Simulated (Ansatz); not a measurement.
The calculation used Ansatz 0.2.0, DFT PBE, scalar-relativistic, plane waves, PAW. All cells share a 420 eV cutoff and Γ-centred k meshes spaced at most about 0.3 Å⁻¹ (about 0.25 or finer for metals, 2π included). No spin polarisation in the final relaxations.

Temperature and zero-point effects are left out.

Compare these two cells of Cu₅Ni, each relaxed at this level.

A. Space group P-62m (No. 189), hexagonal, a = 4.409 Å, c = 4.187 Å. Around Cu on a site of symmetry m2m lie 10 Cu at 2.52–2.56 Å and 2 Ni at 2.55 Å; around Cu on a site of symmetry -6 lie 3 Ni at 2.55 Å and 9 Cu at 2.55–2.56 Å; Ni is surrounded by 12 Cu at 2.55 Å.

B. Space group P4/mmm (No. 123), tetragonal, a = 2.558 Å, c = 10.764 Å. Around Cu on a site of symmetry 4mm lie 4 Ni at 2.51 Å and 8 Cu at 2.56 Å; Cu on a second site of symmetry 4mm is surrounded by 12 Cu at 2.56 Å; Cu on a site of symmetry 4/mmm has 12 Cu at 2.56 Å; Ni has 8 Cu at 2.51 Å and 4 Ni at 2.56 Å.

Question: Which would you expect to be lower, and how large is the difference?

Answer: B is lower, by 7 meV/atom. A has Cu and Ni ordered on hcp sites, space group P-62m (No. 189), 11.8 Å³/atom and no gap on its mesh; B has Cu and Ni ordered on fcc sites, space group P4/mmm (No. 123), 11.7 Å³/atom and no gap. Both come from invented guesses. A third cell relaxed alike, in P-3m1, lies 6 meV/atom below the lower of the two.

The k mesh leaves some 4 meV/atom of noise in the energy of each metallic cell. Trial moments died out on the coarse mesh in P-62m and P4/mmm; another magnetic start might hold. Cells relaxed within their symmetry can be saddle points.
